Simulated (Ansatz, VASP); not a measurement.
## Ir in VASP and in Ansatz

```
Ir
1.0
     0.00000    1.92829    1.92829
     1.92829    0.00000    1.92829
     1.92829    1.92829    0.00000
Ir
1
Direct
  0.00000 0.00000 0.00000
```

Change from the starting cell: volume scaled by 1.02.

Alike in both runs: task single point; functional PBEsol; k mesh 12 × 12 × 12; occupations fermi-dirac, width 0.05 eV; no spin polarisation.

|  | VASP | Ansatz |
| --- | --- | --- |
| version | VASP 6.6.1 | Ansatz 0.2.0 |
| potentials or method | VASP PAW PBE potentials, release 64 (Ir) | Ansatz PAW |
| plane-wave cutoff (eV) | 520 | 420 |
| valence electrons in the cell | 9 | 17 |

VASP gave:

```
gap on the k mesh at the Fermi level (eV) : none
pressure (GPa)                            : -7.1
```

Question: Estimate Ansatz's values.

Answer: gap on the k mesh at the Fermi level (eV): none; pressure (GPa): -7.9.

A gap of «none» marks a metal or a gap that the smearing closes. The two sets of potentials don't hold the same shells in valence.

Caveats: the PAW data sets were made with another functional, which shifts forces and pressure a little (VASP); the PAW data sets come from PBE, with cores solved anew for the run's functional, which leaves a small shift of forces and pressure (Ansatz). The runs have no spin-orbit coupling, so splittings on Ir are missing.
